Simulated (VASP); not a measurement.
A run of VASP 6.6.1 is set up as follows.

The input INCAR:

```
SYSTEM = Te
ALGO = Fast
EDIFF = 1E-6
EDIFFG = -0.01
ENCUT = 600
GGA = PE
IBRION = 2
ISIF = 3
ISMEAR = 0
LASPH = .True.
LCHARG = .False.
LREAL = .False.
LWAVE = .False.
NELM = 100
NSW = 100
PREC = Accurate
SIGMA = 0.1
```

KPOINTS

```
k-points
0
Gamma
  18 18 18
  0 0 0
```

Contents of POSCAR:

```
Te
1.0
    2.3059043427      1.3313144930      1.6909537039
   -2.3059043427      1.3313144930      1.6909537039
    0.0000000000     -2.6626289859      1.6909537039
Te
1
Direct
    0.5000000000      0.5000000000      0.5000000000
```

Potentials or basis: VASP PAW PBE potentials, release 64 (Te).

Run with:

```console
$ cat potpaw_PBE.64/Te/POTCAR > POTCAR
$ mpirun -np 1 vasp_std > vasp.out
```

(1) Estimate the relaxed cell.

(2) What does it give for the space group after relaxing (to 0.05 Å)?

(3) Estimate the relaxed volume.

## Answers

(1) a = 3.199 Å, b = 3.199 Å, c = 3.199 Å, α = 90.47°, β = 90.47°, γ = 90.47°.

(2) R-3m (No. 166).

(3) 32.73 Å³/atom.
